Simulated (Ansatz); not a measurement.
Level of theory: DFT, PBE, scalar-relativistic, no spin polarisation; plane waves to 420 eV with PAW datasets (Ansatz 0.2.0), Γ-centred 12×12×6 mesh, 0.05 eV Gaussian smearing. The datasets are Ansatz's generated set soft_2.

The calculation on TiX2, where X is one element, gave:

```json
{
 "Space group": "P-3m1 (No. 164)",
 "Conventional cell": "a = 3.545 Å, b = 3.545 Å, c = 6.711 Å, α = 90.00°, β = 90.00°, γ = 120.00°",
 "Volume": "24.34 Å³/atom",
 "Band gap": "zero (metallic)",
 "Density of states at the Fermi level": "about 0.3 states/(eV·atom)",
 "Bader charges": "Ti 1.60; X -0.80 e",
 "Formation energy from the elements (0 K, uncorrected)": "-1.13 eV/atom"
}
```

Sites: Ti on 1a, X on 2d.

Task: Which element is X?
A. Br
B. Ge
C. Se
D. As

Result: C. X is Se, so the compound is TiSe2.

The compound is reported in the structure type of the start.

The structure is built of weakly bound layers, and this functional has no dispersion term, so their spacing and all that hangs on it (volume, the soft elastic constants, low modes, dielectric constants) are poorly given.
